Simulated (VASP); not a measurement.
Here is a VASP 6.6.1 calculation.

Contents of run.py:

```python
from ase import Atoms
from ase.calculators.vasp import Vasp
from ase.dft.bandgap import bandgap

atoms = Atoms(
    ['S', 'Be'],
    cell=[[0.0, 2.425, 2.425], [2.425, 0.0, 2.425], [2.425, 2.425, 0.0]],
    scaled_positions=[[0.75, 0.75, 0.75], [0.0, 0.0, 0.0]],
    pbc=True,
)
calc = Vasp(
    directory='calc',
    xc='pbesol',
    pp='PBE',
    setups='minimal',
    prec='Accurate',
    encut=500,
    ediff=1e-06,
    ismear=0,
    sigma=0.02,
    lreal=False,
    lasph=True,
    nelm=100,
    algo='Normal',
    isif=2,
    lwave=False,
    lcharg=False,
    kpts=[9, 9, 9],
    gamma=True,
)
atoms.calc = calc

print('energy (eV):', atoms.get_potential_energy())
print('free energy (eV):', atoms.get_potential_energy(force_consistent=True))
print('forces (eV/A):')
print(atoms.get_forces())
print('stress (eV/A^3, Voigt):', atoms.get_stress())
print('Fermi level (eV):', calc.get_fermi_level())
gap, top, bottom = bandgap(calc)
print('band gap (eV):', gap, 'from (spin, k, band)', top, 'to', bottom)
```

Potentials or basis: VASP PAW PBE potentials, release 64 (S, Be).

Launch:

```console
$ python run.py
```

(1) Predict the band gap on the k mesh.

(2) What does it give for the pressure?

Answers

(1) 3.03 eV, indirect (least direct gap 5.61 eV).

(2) -0.6 GPa.

Caveat: the PAW data sets were made with another functional, which shifts forces and pressure a little; an odd mesh through Γ misses points on the zone boundary, where band edges often lie.
